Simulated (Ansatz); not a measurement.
A run on F (omega type): DFT, PBE, PAW with Ansatz's default frozen-core files, scalar-relativistic (Ansatz 0.2.0).

Command: `ansatz run input.yaml --threads 1 --pin off --max-ram 3072MiB --backend cpu --events-out ev --progress --plain --runs-dir out`

```yaml
crystal:
  lattice:
    - [4.1723502845, 0.0, 0.0]
    - [-2.0861751423, 3.6133613399, 0.0]
    - [0.0, 0.0, 2.5868571764]
  atoms:
    - { symbol: F, position: [0.0, 0.0, 0.0] }
    - { symbol: F, position: [0.3333333333, 0.6666666667, 0.5] }
    - { symbol: F, position: [0.6666666667, 0.3333333333, 0.5] }
kpoints:
  mp_grid: { grid: [10, 10, 13] }
scf:
  occupations: { method: fermi_dirac, width: 0.05 }
hamiltonian:
  xc: pbe
  pseudopotentials: { kind: paw }
output:
  forces: true
  stress: true
relax:
  f_tol: 0.005
  max_steps: 40
  cell: {}
```

Question: How does the run end?

Answer: It stops unconverged after 224 iterations. The log ends:
```
  k-point 0: bands = ["-26.9642", "-26.8586", "-26.8512", "-7.2033", "-7.2033", "-7.1957", "-7.1957", "-6.5919", "-6.5919", "-0.2303", "-0.2259", "-0.2143", "5.1364", "10.3827", "10.3827"]
  k-point 1: bands = ["-26.7830", "-26.6791", "-26.6717", "-7.0538", "-7.0538", "-7.0448", "-7.0448", "-6.4598", "-6.4598", "-0.8578", "-0.8463", "-0.8395", "5.4362", "10.6129", "10.6129"]
  k-point 2: bands = ["-26.2509", "-26.1522", "-26.1451", "-6.6265", "-6.6265", "-6.6163", "-6.6163", "-6.0834", "-6.0834", "-2.5356", "-2.5118", "-2.5112", "6.3129", "11.2958", "11.2958"]
  k-point 97: bands = ["-22.4688", "-22.4636", "-22.4545", "-10.6375", "-10.6295", "-10.6226", "-4.2109", "-4.1528", "-4.1321", "-4.0826", "-4.0791", "-4.0226", "15.9608", "16.2408", "16.3590"]
End of that report.
Error: variable-cell relaxation did not converge after 40 `relax_step` rows, as none of its last 7 fresh-basis SCF(s) at a relaxed cell met both thresholds with a finite energy. The last misses `relax.cell.stress_tol`: largest allowed force component 2.65e-19 eV/Å (`relax.f_tol` 5.00e-3 eV/Å), stress off the target on the free part of the cell 2.96e-1 GPa (`relax.cell.stress_tol` 5.00e-2 GPa), F+E_penalty+E_count -2415.87195113 eV. The closest is row 39, whose structure comes with this error. Larger ratio of force or stress to its threshold at each such SCF whose figures are numbers: 161.517, 80.525, 37.819, 20.883, 12.667, 8.377, 5.918. The dense FFT grid had 30×30×18 points at the cell where the steps before the first such SCF started and, at each such SCF in turn, 32×32×12, 36×36×12, 36×36×12, 36×36×12, 40×40×12, 40×40×12, 40×40×12, so 3 of them had another grid than the one listed just before. After the last such SCF `relax.max_steps` ran out. If the threshold ratios fall while the rows' cell is stable, continue in a new run from this error's structure with a larger `relax.max_steps`. Ratios that fall only as the cell collapses won't converge, and for ratios that don't fall see `relax.cell`. Where this run's directory can be resumed (`checkpoint.write`), a resume goes on for up to `relax.max_steps` more
  cell:  # Å, volume = 47.0070 Å³
    - [5.620934410602329, 3.88898864662136e-11, 0.0]
    - [-2.8104672053348443, 4.867871992568283, 0.0]
    - [0.0, 0.0, 1.717967559574016]
  atoms:
    - { symbol: F, position: [5.80051188860151e-35, -2.3948089942683383e-34, 0.0] }
    - { symbol: F, position: [0.3333333333333332, 0.6666666666666664, 0.49999999999999994] }
    - { symbol: F, position: [0.6666666666666665, 0.33333333333333326, 0.49999999999999994] }
```
